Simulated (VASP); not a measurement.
A run of VASP 6.6.1:

The input INCAR:

```
SYSTEM = PtS2
ALGO = Normal
EDIFF = 1E-7
ENCUT = 520
GGA = PS
ISIF = 2
ISMEAR = -1
LASPH = .TRUE.
LCHARG = .TRUE.
LELF = .TRUE.
LREAL = .FALSE.
LVHAR = .TRUE.
LWAVE = .FALSE.
NBANDS = 18
NELM = 60
PREC = Accurate
SIGMA = 0.05
```

Contents of KPOINTS:

```
k-points
0
G
  9 9 5
  0 0 0
```

File POSCAR:

```
PtS2
1.0
    3.5432000000      0.0000000000      0.0000000000
   -1.7716000000      3.0685012107      0.0000000000
    0.0000000000      0.0000000000      5.0388000000
Pt S
1 2
Direct
   -0.0005740000     -0.0065100000      0.0100490000
    0.6671830000      0.3310740000      0.7716870000
    0.3350640000      0.6714820000      0.2343540000
```

Potentials or basis: VASP PAW PBE potentials, release 64 (Pt, S).

Run with:

```console
$ cat potpaw_PBE.64/Pt/POTCAR potpaw_PBE.64/S/POTCAR > POTCAR
$ mpirun -np 1 vasp_std > vasp.out
```

Hardware: 1 thread of Intel(R) Xeon(R) 6975P-C (Granite Rapids), on a shared host.

How long does it take, and how much memory?

Wall time 70 s on 1 thread of Intel(R) Xeon(R) 6975P-C (Granite Rapids), with other jobs on the host, peak memory 0.32 GiB. Counts: scf iterations 14, k points 203.
